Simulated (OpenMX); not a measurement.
**GaP under changes of volume**

One of the cells (20.645 Å³/atom); the others are scaled copies at fixed shape and fractional positions:

```
CELL_PARAMETERS angstrom
0.00000 2.74330 2.74330
2.74330 0.00000 2.74330
2.74330 2.74330 0.00000
ATOMIC_POSITIONS crystal
Ga 0.00000 0.00000 0.00000
P 0.75000 0.75000 0.75000
```

| Property | Result |
| --- | --- |
| Program | OpenMX 3.8.5 |
| Functional | PBE |
| Potentials or basis | OpenMX 2013 PBE set, Ga7.0-s3p2d2, P7.0-s2p2d1f1, fixed grid of 42 × 42 × 42 points |
| k mesh | 9 × 9 × 9 |
| Occupations | fermi-dirac, width 0.05 eV |
| Spin | no spin polarisation |

| volume (Å³/atom) | energy over the lowest point (meV/atom) | gap on the mesh (eV) |
| --- | --- | --- |
| 19.026 | 69.43 | 1.58 |
| 19.431 | 45.21 | 1.62 |
| 19.836 | 26.96 | 1.65 |
| 20.645 | 4.88 | 1.69 |
| 21.050 | ? | ? |
| 21.455 | 0.00 | 1.46 |

Q: What does the run at 21.050 Å³/atom give?

A: Energy over the lowest point 0.66 meV/atom; gap on the mesh 1.62 eV.

Worked out: A Birch-Murnaghan fit of order 3 (a polynomial in V^(-2/3)) to the other rows has its minimum at 21.31 Å³/atom with B0 = V·E''(V) = 76 GPa and B' = 3.9. It gives 0.52 meV/atom at 21.050 Å³/atom, against the run's 0.66. A parabola through the other rows of the gap, of slope -4.44 eV per unit of ln V there, gives 1.58 eV, against the run's 1.62.

Energies are extrapolated to zero smearing.

Caveats: the basis has few d functions beyond the semicore shells, which can make volumes several per cent too large; an odd mesh through Γ misses points on the zone boundary, where band edges often lie; the basis of atomic orbitals isn't converged, which shifts pressures, moduli and gaps. Spin-orbit coupling on Ga is left out.
